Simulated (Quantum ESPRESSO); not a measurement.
Input of a Quantum ESPRESSO 7.5 run:

The input pw.in:

```
&CONTROL
  calculation = 'vc-relax'
  prefix = 'pwscf'
  outdir = './tmp'
  pseudo_dir = './pseudo'
  tprnfor = .true.
  tstress = .true.
  disk_io = 'low'
  nstep = 40
  forc_conv_thr = 0.0004
  etot_conv_thr = 1d-05
/
&SYSTEM
  ibrav = 0
  nat = 1
  ntyp = 1
  ecutwfc = 90
  nbnd = 18
  occupations = 'smearing'
  smearing = 'fd'
  degauss = 0.00367493
/
&ELECTRONS
  conv_thr = 2d-10
  electron_maxstep = 120
  mixing_beta = 0.5
/
&IONS
  ion_dynamics = 'bfgs'
/
&CELL
  cell_dynamics = 'bfgs'
  press = 0
  press_conv_thr = 0.3
/
ATOMIC_SPECIES
Pb   207.2000 Pb.upf
CELL_PARAMETERS angstrom
  -1.9796595667    1.9796595667    1.9796595667
   1.9796595667   -1.9796595667    1.9796595667
   1.9796595667    1.9796595667   -1.9796595667
ATOMIC_POSITIONS angstrom
Pb     0.0000000000    0.0000000000    0.0000000000
K_POINTS automatic
9 9 9 0 0 0
```

Potentials or basis: PseudoDojo 0.4 SR PBEsol stringent.

Command:

```console
$ OMP_NUM_THREADS=1 mpirun -n 2 pw.x -nk 2 -in pw.in > pw.out
```

Question: Estimate the space group after relaxing (to 0.05 Å).

Answer: Im-3m (No. 229).

Question: Estimate the relaxed cell.

Answer: a = 3.377 Å, b = 3.377 Å, c = 3.377 Å, α = 109.47°, β = 109.47°, γ = 109.47°.

Question: Estimate the band gap on the k mesh.

Answer: None (metal or under the smearing width).

Question: What does it give for the relaxed volume?

Answer: 29.65 Å³/atom.

Step by step:
| step | energy change (eV) | largest force (eV/Å) | pressure (GPa) | volume (Å³) |
| --- | --- | --- | --- | --- |
| 1 | 0.0000 | 0.0000 | -1.95 | 31.03 |
| 2 | -0.0034 | 0.0000 | -1.57 | 30.73 |
| 3 | -0.0070 | 0.0000 | -0.95 | 30.27 |
| 4 | -0.0089 | 0.0000 | 0.09 | 29.60 |
| 5 | -0.0089 | 0.0000 | 0.00 | 29.65 |

Spin-orbit coupling is left out, which matters for the levels of Pb.
